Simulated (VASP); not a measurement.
# CaSe (Fm-3m) in VASP: notebook

Runs on CaSe. Level: LDA. Tasks: single point.

All numbers are computed with VASP 6.6.1; they aren't measurements. Logs are shortened: lines on timing, memory, paths and dates and some standing lists are left out, and cuts for length are marked.

**Experimental background.**

From a printed reference work, monograph, original work of 1988, for a bulk crystal of CaSe at 2 K: band gap 3.85 eV (indirect).

The results are compared with them further down.

## 1. The cell of the first run

It takes space group Fm-3m (No. 225, cubic). The conventional cell has a = 5.791 Å, b = 5.791 Å, c = 5.791 Å, α = 90.00°, β = 90.00°, γ = 90.00°. Within 3.8 Å of Se (site symmetry m-3m) lie 6 Ca at 2.90 Å. Within 3.8 Å of Ca (site symmetry m-3m) lie 6 Se at 2.90 Å.

## 2. Single point, LDA

INCAR reads:

```
  PREC = Accurate
  ENCUT = 520
  EDIFF = 1E-7
  ISMEAR = -1
  SIGMA = 0.05
  LREAL = False
  LASPH = True
  NELM = 80
  ALGO = Normal
  ISIF = 2
  LWAVE = False
  LCHARG = False
  GGA = CA
  NBANDS = 15
```

KPOINTS reads:

```
Automatic mesh
0
Gamma
  8 8 8
```

POSCAR reads:

```
CaSe
1.0
    0.0000000000      2.8956565374      2.8956565374
    2.8956565374      0.0000000000      2.8956565374
    2.8956565374      2.8956565374      0.0000000000
Se Ca
1 1
Direct
    0.5000000000      0.5000000000      0.5000000000
    0.0000000000      0.0000000000      0.0000000000
```

Potentials or basis: VASP PAW LDA potentials, release 64 (Se, Ca_sv).

Run with:

```
$ cat potpaw_LDA.64/Se/POTCAR potpaw_LDA.64/Ca_sv/POTCAR > POTCAR
$ mpirun -np 1 vasp_std > vasp.out
```

OUTCAR:

```text
PREC = Accurate
   ENCUT = 520
   EDIFF = 1E-7
   ISMEAR = -1
   LREAL = False
   LASPH = True
   NELM = 80
   ISIF = 2
   GGA = CA

 ion  position               nearest neighbor table
   1  0.500  0.500  0.500-   2 2.90   2 2.90   2 2.90   2 2.90   2 2.90   2 2.90
   2  0.000  0.000  0.000-   1 2.90   1 2.90   1 2.90   1 2.90   1 2.90   1 2.90

  LATTYP: Found a face centered cubic cell.
 ALAT       =     5.7913130748

  Lattice vectors:

 A1 = (   0.0000000000,   2.8956565374,   2.8956565374)
 A2 = (   2.8956565374,   0.0000000000,   2.8956565374)
 A3 = (   2.8956565374,   2.8956565374,   0.0000000000)

Analysis of symmetry for initial positions (statically):
=====================================================================
 Subroutine PRICEL returns:
 Original cell was already a primitive cell.

 Routine SETGRP: Setting up the symmetry group for a
 face centered cubic supercell.

 Subroutine GETGRP returns: Found 48 space group operations
 (whereof 48 operations were pure point group operations)
 out of a pool of 48 trial point group operations.

The static configuration has the point symmetry O_h .

Analysis of symmetry for dynamics (positions and initial velocities):
=====================================================================
 Subroutine PRICEL returns:
 Original cell was already a primitive cell.

 Routine SETGRP: Setting up the symmetry group for a
 face centered cubic supercell.

 Subroutine GETGRP returns: Found 48 space group operations
 (whereof 48 operations were pure point group operations)
 out of a pool of 48 trial point group operations.

The dynamic configuration has the point symmetry O_h .

 Subroutine INISYM returns: Found 48 space group operations
 (whereof 48 operations are pure point group operations),
 and found     1 'primitive' translations

----------------------------------------------------------------------------------------

                                     Primitive cell

  volume of cell :      48.5592

  direct lattice vectors                    reciprocal lattice vectors
     0.000000000  2.895656537  2.895656537    -0.172672412  0.172672412  0.172672412
     2.895656537  0.000000000  2.895656537     0.172672412 -0.172672412  0.172672412
     2.895656537  2.895656537  0.000000000     0.172672412  0.172672412 -0.172672412

  length of vectors
     4.095076747  4.095076747  4.095076747     0.299077391  0.299077391  0.299077391

  position of ions in fractional coordinates (direct lattice)
     0.500000000  0.500000000  0.500000000
     0.000000000  0.000000000  0.000000000

  ion indices of the primitive-cell ions
   primitive index   ion index
                 1           1
                 2           2

----------------------------------------------------------------------------------------

 KPOINTS: Automatic mesh

Automatic generation of k-mesh.
 Grid dimensions read from file:
 generate k-points for:    8    8    8

 Generating k-lattice:

  Cartesian coordinates                     Fractional coordinates (reciprocal lattice)
    -0.021584052  0.021584052  0.021584052     0.125000000  0.000000000  0.000000000
     0.021584052 -0.021584052  0.021584052     0.000000000  0.125000000  0.000000000
     0.021584052  0.021584052 -0.021584052     0.000000000  0.000000000  0.125000000

  Length of vectors
     0.037384674  0.037384674  0.037384674

  Shift w.r.t. Gamma in fractional coordinates (k-lattice)
     0.000000000  0.000000000  0.000000000

 Subroutine IBZKPT returns following result:
 ===========================================

 Found     29 irreducible k-points:

 Following reciprocal coordinates:
            Coordinates               Weight
  0.000000  0.000000  0.000000      1.000000
  0.125000  0.000000  0.000000      8.000000
  0.250000  0.000000  0.000000      8.000000
  0.375000  0.000000  0.000000      8.000000
  0.500000  0.000000  0.000000      4.000000
  0.125000  0.125000  0.000000      6.000000
[... 16 lines left out ...]
  0.500000  0.250000  0.125000     48.000000
 -0.375000  0.250000  0.125000     24.000000
 [... further k-points ...]
   k-points           NKPTS =     29   k-points in BZ     NKDIM =     29   number of bands    NBANDS=     15
   number of dos      NEDOS =    301   number of ions     NIONS =      2
   total plane-waves  NPLWV =  27000
   dimension x,y,z NGX =    30 NGY =   30 NGZ =   30
   dimension x,y,z NGXF=    60 NGYF=   60 NGZF=   60
   ions per type =               1   1
   NGX,Y,Z   is equivalent  to a cutoff of  12.18, 12.18, 12.18 a.u.
   NGXF,Y,Z  is equivalent  to a cutoff of  24.36, 24.36, 24.36 a.u.
 SYSTEM =  unknown system
   PREC   = accura    normal or accurate (medium, high low for compatibility)
   ISTART =      0    job   : 0-new  1-cont  2-samecut
   ICHARG =      2    charge: 1-file 2-atom 10-const
   ISPIN  =      1    spin polarized calculation?
   LNONCOLLINEAR =      F non collinear calculations
   LSORBIT =      F    spin-orbit coupling
   LASPH  =      T    aspherical Exc in radial PAW
   ENCUT  =  520.0 eV  38.22 Ry    6.18 a.u.   7.61  7.61  7.61*2*pi/ulx,y,z
   NELM   =     80;   NELMIN=  2; NELMDL= -5     # of ELM steps
   EDIFF  = 0.1E-06   stopping-criterion for ELM
   LREAL  =      F    real-space projection
   EDIFFG = 0.1E-05   stopping-criterion for IOM
   NSW    =      0    number of steps for IOM
   IBRION =     -1    ionic relax: 0-MD 1-quasi-New 2-CG
   NFREE  =      0    steps in history (QN), initial steepest desc. (CG)
   ISIF   =      2    stress and relaxation
   ISYM   =      2    0-nonsym 1-usesym 2-fastsym
   POTIM  = 0.5000    time-step for ionic-motion
   TEBEG  =    0.0;   TEEND  =   0.0 temperature during run
   PSTRESS=    0.0 pullay stress
   NELECT =      16.0000    total number of electrons
   NUPDOWN=      -1.0000    fix difference up-down
   EMIN   =  10.00;   EMAX   =-10.00  energy-range for DOS
   EFERMI =   0.00;   METHOD = LEGACY
   ISMEAR =    -1;   SIGMA  =   0.05  broadening in eV -4-tet -1-fermi 0-gaus
   EFERMI_NEDOS =   21; number of points for ismear=-14 and -15
   IALGO  =     38    algorithm
   IMIX   =      4    mixing-type and parameters
     AMIX     =   0.40;   BMIX     =  1.00
     AMIX_MAG =   1.60;   BMIX_MAG =  1.00
  volume/ion in A,a.u.               =      24.28       163.85
  Fermi-wavevector in a.u.,A,eV,Ry     =   1.130727  2.136764 17.395642  1.278544
  Thomas-Fermi vector in A             =   2.267424
   LORBIT       =      0    0 simple, 1 ext, 2 COOP (PROOUT), +10 PAW based schemes
   GGA     = CA    functional components
   LHFCALC =     F    Hartree Fock is set to
   AEXX    =    0.0000 exact exchange contribution
   IVDW    =     0    specifies the selected vdW correction
   LEPSILON=     F    determine dielectric tensor
   LRPA    =     F    only Hartree local field effects (RPA)
 non-spin polarized calculation
  energy-cutoff  :      520.00
  volume of cell :       48.56
 maximum number of plane-waves:      1325
   NGX = 15   NGY = 15   NGZ = 15

 number of electron      15.9999999 magnetization

 Free energy of the ion-electron system (eV)
  ---------------------------------------------------
  ext. energy  EPLUGINS =         0.00000000
  ---------------------------------------------------
  free energy    TOTEN  =       -10.58361037 eV

  energy without entropy =      -10.58361037  energy(sigma->0) =      -10.58361037

 E-fermi :   3.6632     XC(G=0):  -9.7656

 val. band max:        2.8164934935   @ k =   0.0000   0.0000   0.0000
 cond. band min:       4.5122460932   @ k =   0.5000   0.5000   0.0000
 fundamental gap:      1.6957525997
 Fermi energy:         3.6632214405

 k-point     1 :       0.0000    0.0000    0.0000
  band No.  band energies     occupation
      1     -36.2826      2.00000
      2     -17.5857      2.00000
      3     -17.5857      2.00000
      4     -17.5857      2.00000
      5      -9.2523      2.00000
      6       2.8165      2.00000
      7       2.8165      2.00000
      8       2.8165      2.00000
      9       6.2765      0.00000
     10       6.3252      0.00000
     11       6.3252      0.00000
     12       6.3252      0.00000
     13       7.0009      0.00000
     14       7.0009      0.00000
     15      12.4682      0.00000

 k-point     2 :       0.1250    0.0000    0.0000
  band No.  band energies     occupation
      1     -36.2811      2.00000
      2     -17.6109      2.00000
      3     -17.5873      2.00000
      4     -17.5873      2.00000
      5      -9.1411      2.00000
      6       1.9706      2.00000
      7       2.5310      2.00000
      8       2.5310      2.00000
      9       6.3047      0.00000
     10       6.5590      0.00000
     11       6.5590      0.00000
     12       7.2518      0.00000
     13       7.4642      0.00000
     14       7.4642      0.00000
     15      12.7522      0.00000

 k-point     3 :       0.2500    0.0000    0.0000
  band No.  band energies     occupation
      1     -36.2774      2.00000
      2     -17.6702      2.00000
      3     -17.5910      2.00000
      4     -17.5910      2.00000
      5      -8.8582      2.00000
      6       0.6225      2.00000
      7       2.0003      2.00000
      8       2.0003      2.00000
      9       6.4156      0.00000
     10       7.1247      0.00000
     11       7.1247      0.00000
     12       8.5749      0.00000
     13       8.5749      0.00000
     14       8.7507      0.00000
     15      12.4423      0.00000
[... 343 lines left out ...]
 k-point    23 :       0.5000    0.2500    0.1250
  band No.  band energies     occupation
      1     -36.2716      2.00000
      2     -17.7071      2.00000
      3     -17.6293      2.00000
      4     -17.6045      2.00000
      5      -8.5280      2.00000
      6      -0.1261      2.00000
      7       1.2199      2.00000
      8       1.5205      2.00000
      9       6.5579      0.00000
     10       8.0439      0.00000
     11       8.3257      0.00000
     12       8.5247      0.00000
     13       9.0456      0.00000
     14      10.8162      0.00000
     15      11.1146      0.00000

 k-point    24 :      -0.3750    0.2500    0.1250
  band No.  band energies     occupation
      1     -36.2704      2.00000
      2     -17.7196      2.00000
      3     -17.6318      2.00000
      4     -17.6091      2.00000
      5      -8.4450      2.00000
      6      -0.2794      2.00000
      7       1.0111      2.00000
      8       1.4215      2.00000
      9       7.2133      0.00000
     10       7.4984      0.00000
     11       8.5574      0.00000
     12       8.9282      0.00000
     13       9.2978      0.00000
     14      10.1962      0.00000
     15      11.7625      0.00000

 [... further k-points ...]
[... 5 lines left out ...]
  --------------------------------------------------------------------------------------
  -------------------------------------------------------------------------------------
  Total        0.0856557      0.0856557      0.0856557      0.0000000      0.0000000     -0.0000000
  in kB        2.8261521      2.8261521      2.8261521      0.0000000      0.0000000     -0.0000000
  external PRESSURE =       2.8261521 kB  Pullay stress =       0.0000000 kB

 VOLUME and BASIS-vectors are now :
 -----------------------------------------------------------------------------
  energy-cutoff  :      520.00
  volume of cell :       48.56
      direct lattice vectors                 reciprocal lattice vectors
     0.000000000  2.895656537  2.895656537    -0.172672412  0.172672412  0.172672412
     2.895656537  0.000000000  2.895656537     0.172672412 -0.172672412  0.172672412
     2.895656537  2.895656537  0.000000000     0.172672412  0.172672412 -0.172672412

 POSITION                                       TOTAL-FORCE (eV/Angst)
 -----------------------------------------------------------------------------------
      2.89566      2.89566      2.89566        -0.000000     -0.000000      0.000000
      0.00000      0.00000      0.00000         0.000000      0.000000     -0.000000
 -----------------------------------------------------------------------------------
    total drift:                               -0.000000      0.000000      0.000000

  FREE ENERGIE OF THE ION-ELECTRON SYSTEM (eV)
  ---------------------------------------------------
  free  energy   TOTEN  =       -10.5836103693 eV

  energy  without entropy=      -10.5836103683  energy(sigma->0) =      -10.58361037
```

It took 27 s on 1 thread of Intel Xeon 8259CL, shared host; peak memory 0.16 GiB.

Results:

| Item | Value |
| --- | --- |
| Free energy | -10.5836 eV |
| Pressure | 0.3 GPa |
| Band gap on the k mesh | 1.70 eV (least direct gap 2.70 eV) |

Levels at points of the mesh, in eV from the valence-band top:
| k point | band 6 | band 7 | band 8 | band 9 | band 10 | band 11 |
| --- | --- | --- | --- | --- | --- | --- |
| (0.00, 0.00, 0.00) | 0.00 | 0.00 | 0.00 | 3.46 | 3.51 | 3.51 |
| (0.50, 0.00, 0.00) | -3.60 | -1.37 | -1.37 | 4.48 | 5.49 | 5.50 |
| (0.50, 0.50, 0.00) | -2.71 | -1.00 | -1.00 | 1.70 | 5.03 | 5.13 |

## 3. Single point, LDA

This run uses another cell than the first one, of 24.80 Å³/atom.

INCAR reads:

```
PREC = Accurate ; ENCUT = 520
EDIFF = 1E-6 ; ISMEAR = -1
SIGMA = 0.05 ; LREAL = False
LASPH = True ; NELM = 100
ALGO = Normal ; ISIF = 2
LWAVE = False ; LCHARG = False
GGA = CA ; NBANDS = 15
```

KPOINTS is that of step 2.

POSCAR reads:

```
CaSe
1.0
    0.0000000000      2.9160491567      2.9160491567
    2.9160491567      0.0000000000      2.9160491567
    2.9160491567      2.9160491567      0.0000000000
Se Ca
1 1
Direct
    0.5000000000      0.5000000000      0.5000000000
    0.0000000000      0.0000000000      0.0000000000
```

Potentials or basis: VASP PAW LDA potentials, release 64 (Se, Ca_sv).

Run with:

```
$ cat potpaw_LDA.64/Se/POTCAR potpaw_LDA.64/Ca_sv/POTCAR > POTCAR
$ mpirun -np 1 vasp_std > vasp.out
```

OUTCAR:

```text
PREC = Accurate
   ENCUT = 520
   EDIFF = 1E-6
   ISMEAR = -1
   LREAL = False
   LASPH = True
   NELM = 100
   ISIF = 2
   GGA = CA

 ion  position               nearest neighbor table
   1  0.500  0.500  0.500-   2 2.92   2 2.92   2 2.92   2 2.92   2 2.92   2 2.92
   2  0.000  0.000  0.000-   1 2.92   1 2.92   1 2.92   1 2.92   1 2.92   1 2.92

  LATTYP: Found a face centered cubic cell.
 ALAT       =     5.8320983134

  Lattice vectors:

 A1 = (   0.0000000000,   2.9160491567,   2.9160491567)
 A2 = (   2.9160491567,   0.0000000000,   2.9160491567)
 A3 = (   2.9160491567,   2.9160491567,   0.0000000000)

Analysis of symmetry for initial positions (statically):
=====================================================================
 Subroutine PRICEL returns:
 Original cell was already a primitive cell.

 Routine SETGRP: Setting up the symmetry group for a
 face centered cubic supercell.

 Subroutine GETGRP returns: Found 48 space group operations
 (whereof 48 operations were pure point group operations)
 out of a pool of 48 trial point group operations.

The static configuration has the point symmetry O_h .

Analysis of symmetry for dynamics (positions and initial velocities):
[... 169 lines left out ...]
      3     -17.7980      2.00000
      4     -17.7980      2.00000
      5      -9.3327      2.00000
      6       2.6575      2.00000
      7       2.6575      2.00000
      8       2.6575      2.00000
      9       5.9965      0.00000
     10       6.1809      0.00000
     11       6.1809      0.00000
     12       6.1809      0.00000
     13       6.8340      0.00000
     14       6.8340      0.00000
[... 401 lines left out ...]
      2     -17.9193      2.00000
      3     -17.8401      2.00000
      4     -17.8194      2.00000
      5      -8.5663      2.00000
      6      -0.3659      2.00000
      7       0.9021      2.00000
      8       1.3073      2.00000
      9       7.0331      0.00000
     10       7.3149      0.00000
     11       8.3428      0.00000
     12       8.6871      0.00000
     13       9.0547      0.00000
     14       9.9511      0.00000
     15      11.4488      0.00000

 [... further k-points ...]
[... 5 lines left out ...]
  --------------------------------------------------------------------------------------
  -------------------------------------------------------------------------------------
  Total       -0.2773075     -0.2773075     -0.2773075      0.0000000     -0.0000000     -0.0000000
  in kB       -8.9589601     -8.9589601     -8.9589601      0.0000000     -0.0000000     -0.0000000
  external PRESSURE =      -8.9589601 kB  Pullay stress =       0.0000000 kB

 VOLUME and BASIS-vectors are now :
 -----------------------------------------------------------------------------
  energy-cutoff  :      520.00
  volume of cell :       49.59
      direct lattice vectors                 reciprocal lattice vectors
     0.000000000  2.916049157  2.916049157    -0.171464874  0.171464874  0.171464874
     2.916049157  0.000000000  2.916049157     0.171464874 -0.171464874  0.171464874
     2.916049157  2.916049157  0.000000000     0.171464874  0.171464874 -0.171464874

 POSITION                                       TOTAL-FORCE (eV/Angst)
 -----------------------------------------------------------------------------------
      2.91605      2.91605      2.91605         0.000000      0.000000      0.000000
      0.00000      0.00000      0.00000         0.000000     -0.000000     -0.000000
 -----------------------------------------------------------------------------------
    total drift:                                0.000000     -0.000000     -0.000000

  FREE ENERGIE OF THE ION-ELECTRON SYSTEM (eV)
  ---------------------------------------------------
  free  energy   TOTEN  =       -10.5817578594 eV

  energy  without entropy=      -10.5817578589  energy(sigma->0) =      -10.58175786
```

It took 25 s on 1 thread of Intel Xeon 8259CL, shared host; peak memory 0.16 GiB.

Results:

```yaml
Free_energy: -10.5818 eV
Pressure: -0.9 GPa
Band_gap_on_the_k_mesh: 1.75 eV (least direct gap 2.74 eV)
```

## 4. Single point, LDA

This run uses another cell than the first one, of 25.83 Å³/atom.

INCAR reads:

```
SYSTEM = CaSe
PREC = Accurate
ENCUT = 520
EDIFF = 1E-6
ISMEAR = -1
SIGMA = 0.05
LREAL = .False.
LASPH = .True.
NELM = 100
ALGO = Normal
ISIF = 2
LWAVE = .False.
LCHARG = .False.
NBANDS = 15
```

KPOINTS reads:

```
regular mesh
0
Gamma
  8 8 8
  0 0 0
```

POSCAR reads:

```
CaSe
1.0
    0.0000000000      2.9560000000      2.9560000000
    2.9560000000      0.0000000000      2.9560000000
    2.9560000000      2.9560000000      0.0000000000
Se Ca
1 1
Direct
    0.5000000000      0.5000000000      0.5000000000
    0.0000000000      0.0000000000      0.0000000000
```

Run with:

```
$ cat potpaw_LDA.64/Se/POTCAR potpaw_LDA.64/Ca_sv/POTCAR > POTCAR
$ mpirun -np 1 vasp_std > vasp.out
```

Wall time 24 s (1 thread of Intel Xeon 8259CL, shared host); peak memory 0.16 GiB.

It converged, with:

```
Free energy            : -10.5572 eV
Pressure               : -2.9 GPa
Band gap on the k mesh : 1.86 eV (least direct gap 2.80 eV)
```

Levels at points of the mesh, in eV from the valence-band top:
```csv
k point,band 5,band 6,band 7,band 8,band 9,band 10,band 11,band 12
"(0.00, 0.00, 0.00)",-11.84,0.00,0.00,0.00,3.11,3.54,3.54,3.54
"(0.50, 0.00, 0.00)",-11.13,-3.35,-1.23,-1.23,4.37,5.33,5.35,5.35
"(0.50, 0.50, 0.00)",-11.26,-2.55,-0.94,-0.94,1.86,4.85,4.93,5.90
```

(Part 1 of 2 ends here.)
